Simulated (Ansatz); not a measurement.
All numbers below come from Ansatz, DFT PBE, scalar-relativistic, plane waves, PAW. All cells share a 420 eV cutoff and Γ-centred k meshes spaced at most about 0.3 Å⁻¹ (about 0.25 or finer for metals, 2π included). No spin polarisation.

Each guess is relaxed in cell and atoms at zero pressure, on a coarse mesh first where it starts far from rest and then on a converged one. The steps can't lower the symmetry of the start, but it can rise. Energies are static (0 K, no zero-point motion).

Two unrelaxed guesses for GaAs4:

A.

```
Ga As
1.0
     4.50242    0.00000    0.00000
    -2.25121    3.89921    0.00000
     0.00000    0.00000    6.82303
Ga As
1 4
Direct
  0.00000 0.00000 0.50000
  0.50000 0.00000 0.00000
  0.00000 0.50000 0.00000
  0.50000 0.50000 0.00000
  0.00000 0.00000 0.00000
```

B.

```
Ga As
1.0
    -2.37862    2.37862    5.93456
     2.37862   -2.37862    5.93456
     2.37862    2.37862   -5.93456
Ga As
1 4
Direct
  0.00000 0.00000 0.00000
  0.75000 0.25000 0.50000
  0.25000 0.75000 0.50000
  0.39572 0.39572 0.00000
  0.60428 0.60428 0.00000
```

Question: Which guess leads to the lower structure, and by how much?

Answer: B ends lower, by 0.37 eV/atom. A: P6/mmm at 24.0 Å³/atom → P6/mmm at 28.1 Å³/atom; B: I4/mmm at 26.9 Å³/atom → I4/mmm at 22.5 Å³/atom. Counting As atoms around Ga (those within 1.25 times the shortest such distance or 1.15 times the sum of covalent radii, 1.27 where that leaves under three; a plus sign parts nearer from farther groups; the shortest distance is added where it exceeds 1.18 times the sum of covalent radii), the end of A has Ga 2 and the end of B has Ga 2+8 from 3.0 Å. End of A. Conventional cell: a = 5.613 Å, c = 5.155 Å. Ga is surrounded by 2 As at 2.58 Å; As on a site of symmetry mmm is surrounded by 6 As at 2.81 Å; As on a site of symmetry 6/mmm is surrounded by 2 Ga at 2.58 Å and 6 As at 2.81 Å. End of B. Conventional cell: a = 5.109 Å, c = 8.627 Å. Ga has 2 As at 2.98 Å and 8 As at 3.34 Å; As on a site of symmetry -4m2 has 4 As at 2.68 Å and 4 Ga at 3.34 Å; around As on a site of symmetry 4mm lie 5 As at 2.66–2.68 Å and 1 Ga at 2.98 Å.

Ends held by symmetry can be saddle points. Neither end is the lowest form computed: that has space group P4/mmm (No. 123) and lies 17 meV/atom below the better end. Even the lowest of the cells shown lies +0.24 eV/atom against the elements. In I4/mmm, P6/mmm an odd number of electrons in the primitive cell allows no gap without spin; a larger cell or a magnetic state could open one. Some structure types and database cells were kept out of the candidates from the start, so a known form may be missing.
